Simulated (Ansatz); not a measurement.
A relaxation computed with Ansatz, from input to last step.

```yaml
crystal:
  lattice:
    - [0.0, 3.8045087209, 4.2191955177]
    - [2.2533141002, 0.0, 4.2191955177]
    - [2.2533141002, 3.8045087209, 0.0]
  atoms:
    - { symbol: Al, position: [0.0801710021, 0.4198289979, 0.0801710021] }
    - { symbol: Al, position: [0.4198289979, 0.0801710021, 0.4198289979] }
    - { symbol: Al, position: [0.1698289979, 0.8301710021, 0.1698289979] }
    - { symbol: Al, position: [0.8301710021, 0.1698289979, 0.8301710021] }
    - { symbol: Ru, position: [0.75, 0.75, 0.75] }
    - { symbol: Ru, position: [0.5, 0.5, 0.5] }
basis:
  ecutwfc: 420
kpoints:
  mp_grid: { grid: [10, 10, 10] }
hamiltonian:
  xc: pbesol
scf:
  occupations: { method: gaussian, width: 0.01 }
output:
  forces: true
  stress: true
  eigenvalues: true
relax:
  adjacent_minimum: "off"
  f_tol: 0.01
  max_steps: 30
  cell: { stress_tol: 0.1, fix: [volume] }
```

```bash
ansatz run input.yaml --threads 1 --pin off --max-ram 2560MiB --backend cpu --events-out ev --progress --plain --runs-dir out
```

Theory: DFT PBEsol, scalar-relativistic, plane waves, PAW in Ansatz 0.2.0.

The volume is held at 0.88 times that of the relaxed cell.

Of 4 frames 3 are shown, positions in Å and forces in eV/Å; the SCF threshold varies from step to step. Steps run on the plane waves of an earlier cell, with a Pulay correction in the pressure. The basis is chosen afresh for the last frame, the zero of the energies, and at times for earlier ones too; energy and pressure step there, also at an unchanged geometry.

```xyz
6
Lattice="0.0000 3.8045 4.2192 2.2533 0.0000 4.2192 2.2533 3.8045 0.0000" Properties=species:S:1:pos:R:3:forces:R:3 pbc="T T T" step=1 free_energy_over_end_meV_per_atom=0.10 pressure_GPa=30.22
Al    1.1267    0.6100    2.1096    0.0000    0.0524    0.0000
Al    1.1267    3.1945    2.1096    0.0000   -0.0524    0.0000
Al    2.2533    1.2922    4.2192    0.0000   -0.0524    0.0000
Al    2.2533    6.3168    4.2192    0.0000    0.0524    0.0000
Ru    3.3800    5.7068    6.3288    0.0000    0.0000    0.0000
Ru    2.2533    3.8045    4.2192    0.0000    0.0000    0.0000
6
Lattice="0.0000 3.7995 4.2218 2.2549 0.0000 4.2218 2.2549 3.7995 0.0000" Properties=species:S:1:pos:R:3:forces:R:3 pbc="T T T" step=2 free_energy_over_end_meV_per_atom=0.01 pressure_GPa=30.15
Al    1.1275    0.6113    2.1109    0.0000    0.0128    0.0000
Al    1.1275    3.1882    2.1109    0.0000   -0.0128    0.0000
Al    2.2549    1.2885    4.2218    0.0000   -0.0128    0.0000
Al    2.2549    6.3105    4.2218    0.0000    0.0128    0.0000
Ru    3.3824    5.6992    6.3327    0.0000    0.0000    0.0000
Ru    2.2549    3.7995    4.2218    0.0000    0.0000    0.0000
6
Lattice="0.0000 3.7992 4.2235 2.2542 0.0000 4.2235 2.2542 3.7992 0.0000" Properties=species:S:1:pos:R:3:forces:R:3 pbc="T T T" step=4 free_energy_over_end_meV_per_atom=0.00 pressure_GPa=30.14
Al    1.1271    0.6120    2.1117    0.0000    0.0014    0.0000
Al    1.1271    3.1872    2.1117    0.0000   -0.0014    0.0000
Al    2.2542    1.2876    4.2235    0.0000   -0.0014    0.0000
Al    2.2542    6.3108    4.2235    0.0000    0.0014    0.0000
Ru    3.3812    5.6988    6.3352    0.0000    0.0000    0.0000
Ru    2.2542    3.7992    4.2235    0.0000    0.0000    0.0000
```

The run took 99 s on 1 thread of Intel(R) Xeon(R) Platinum 8259CL CPU @ 2.50GHz (Skylake/Cascade Lake), on a shared host, peak memory 0.61 GiB.